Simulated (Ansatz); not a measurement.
SrCl2:

```
Sr Cl
1.0
     0.00000    3.48835    3.48835
     3.48835    0.00000    3.48835
     3.48835    3.48835    0.00000
Sr Cl
1 2
Direct
  0.00000 0.00000 0.00000
  0.75000 0.75000 0.75000
  0.25000 0.25000 0.25000
```

Base run:

* Program: Ansatz 0.2.0
* Functional: PBEsol
* Potentials or basis: Ansatz PAW
* Cutoff: 420 eV
* Density cutoff: 1680 eV
* k mesh: 7 × 7 × 7
* Occupations: fermi-dirac, width 0.05 eV
* Spin: no spin polarisation

Its results: band gap on the k mesh 5.18 eV, indirect (least direct gap 5.48 eV); pressure -1.1 GPa.

Problem. After a change of settings the same cell gave: band gap on the k mesh 4.92 eV, indirect (least direct gap 5.23 eV); pressure -2.8 GPa. Which change was it?
A. functional from PBEsol to r2SCAN; cutoff from 420 eV to 500 eV; density cutoff from 1680 eV to 2000 eV
B. k mesh from 7 × 7 × 7 to 6 × 6 × 6; occupations from fermi-dirac, width 0.05 eV to fixed; potential files from those of the base run to others of the same set
C. functional from PBEsol to LDA

Solution. C.

LDA binds more tightly than PBEsol, so the same cell stands under less pressure.

Caveats: the PAW data sets come from PBE, with cores solved anew for the run's functional, which leaves a small shift of forces and pressure.

Not every run made on this cell is shown here.
